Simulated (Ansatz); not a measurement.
Ga, DFT, PBE, all-electron PAW with datasets made for the crystal, scalar-relativistic (Ansatz 0.2.0), run on 1 thread of Intel(R) Xeon(R) Platinum 8488C (Sapphire Rapids) on a shared host.

Structure: COD 9012485, as refined from experiment and not relaxed. The listed cell was then made from it by scaling, straining or moving an atom.

Command: `ansatz run input.yaml --threads 1 --pin off --max-ram 3072MiB --backend cpu --events-out ev --progress --plain --runs-dir out`

```yaml
crystal:
  lattice:
    - [1.4548173111, -4.0785050826, 0.0]
    - [1.4548173111, 4.0785050826, 0.0]
    - [0.0, 0.0, 3.1805316388]
  atoms:
    - { symbol: Ga, position: [0.867, 0.133, 0.25] }
    - { symbol: Ga, position: [0.133, 0.867, 0.75] }
kpoints:
  mp_grid: { grid: [12, 12, 10] }
scf:
  occupations: { method: fermi_dirac, width: 0.08 }
hamiltonian:
  xc: pbe
  pseudopotentials: { kind: all_electron, datasets: crystal }
output:
  forces: true
  stress: true
  eigenvalues: true
  efg: { contact_densities: true }
```

Q: How large is the problem that the program sets up?

A: 258 irreducible k-points, 325 plane waves at Γ, 17 bands.

Q: About how long does it take, and how much memory does it use?

A: 36 s of wall time for 9 SCF iterations, with a peak of 0.63 GiB. Times on shared machines scatter by tens of per cent.

Q: And the same cell and mesh by frozen-core PAW, asked for forces, stress, eigenvalues, efg, on the same hardware?

A: 7 s, peak memory 0.48 GiB.
